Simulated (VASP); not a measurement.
A run of VASP 6.6.1 is set up as follows.

The input POSCAR:

```
Hf
1.0
    5.6515752618      0.0000000000      0.0000000000
    0.0000000000      5.6515752618      0.0000000000
    0.0000000000      0.0000000000      5.6515752618
Hf
8
Direct
    0.5000000000      0.5000000000      0.5000000000
    0.0000000000      0.0000000000      0.0000000000
    0.2500000000      0.0000000000      0.5000000000
    0.5000000000      0.2500000000      0.0000000000
    0.5000000000      0.7500000000      0.0000000000
    0.7500000000      0.0000000000      0.5000000000
    0.0000000000      0.5000000000      0.7500000000
    0.0000000000      0.5000000000      0.2500000000
```

INCAR.step1

```
SYSTEM = Hf
ALGO = Normal
EDIFF = 1E-4
ENCUT = 520
GGA = PE
ISMEAR = 0
LASPH = .TRUE.
LCHARG = .FALSE.
LREAL = .FALSE.
LWAVE = .TRUE.
NBANDS = 50
NELM = 100
PREC = Accurate
SIGMA = 0.1
```

The input INCAR.step2:

```
SYSTEM = Hf
ALGO = Normal
EDIFF = 1E-6
ENCUT = 520
ISIF = 2
ISMEAR = 0
ISTART = 1
LASPH = .TRUE.
LCHARG = .FALSE.
LMIXTAU = .TRUE.
LREAL = .FALSE.
LWAVE = .FALSE.
METAGGA = R2SCAN
NBANDS = 50
NELM = 100
PREC = Accurate
SIGMA = 0.1
```

File KPOINTS:

```
k-points
0
G
  4 4 4
  0 0 0
```

Potentials or basis: VASP PAW PBE potentials, release 64 (Hf_pv).

Run with:

```bash
$ cat potpaw_PBE.64/Hf_pv/POTCAR > POTCAR
$ cp INCAR.step1 INCAR
$ mpirun -np 1 vasp_std > vasp.out
$ cp INCAR.step2 INCAR
$ mpirun -np 1 vasp_std > vasp.out
```

(1) Estimate the pressure.

(2) What does it give for the band gap on the k mesh?

## Answers

(1) -1.3 GPa.

(2) none (metal or under the smearing width).

Caveat: the PAW data sets were made with another functional, which shifts forces and pressure a little.
